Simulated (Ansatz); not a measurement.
One change: `C[CH2][Zn][CH2]C` becomes `C[CH2][Zn][Cl]`.

Ansatz, PBE0-D4/def2-TZVP geometries, multiplicity 1. Each molecule was computed in one conformer, which needn't be the lowest.

Scalar relativity is left out up to krypton.

| property | `C[CH2][Zn][CH2]C` |
| --- | --- |
| size of the dipole moment (PBE/def2-TZVPP) / D | 0.18 |
| HOMO–LUMO gap (B3LYP/def2-TZVPP) / eV | 5.94 |
| size of the dipole moment (B3LYP/def2-TZVPP) / D | 0.22 |
| HOMO–LUMO gap (ωB97M-V/def2-TZVPP) / eV | 9.86 |
| LUMO energy (B3LYP/def2-TZVPP) / eV | -0.36 |
| size of the dipole moment (ωB97M-V/def2-TZVPP) / D | 0.24 |

(1) Give the same properties after the change, and the shifts. (An estimate is asked.)

## Answers

(1) Computed: 
```
                                          property  `C[CH2][Zn][Cl]`  shift
    size of the dipole moment (PBE/def2-TZVPP) / D              2.68   2.50
             HOMO–LUMO gap (B3LYP/def2-TZVPP) / eV              6.97   1.03
  size of the dipole moment (B3LYP/def2-TZVPP) / D              2.70   2.48
           HOMO–LUMO gap (ωB97M-V/def2-TZVPP) / eV             11.13   1.27
               LUMO energy (B3LYP/def2-TZVPP) / eV             -0.76  -0.40
size of the dipole moment (ωB97M-V/def2-TZVPP) / D              2.60   2.36
```

With PBE0 the HOMO falls by 1.42 eV and the LUMO falls by 0.37 eV, so the gap widens by about 1.05 eV. PBE moves the HOMO by -1.40 eV and ωB97M-V by -1.43 eV. Dipoles are sizes alone; their direction can turn.

B3LYP here is the variant with VWN-RPA as its local correlation; programs differ in this.

Positive LUMOs are unbound, so they and the gaps depend on the basis.
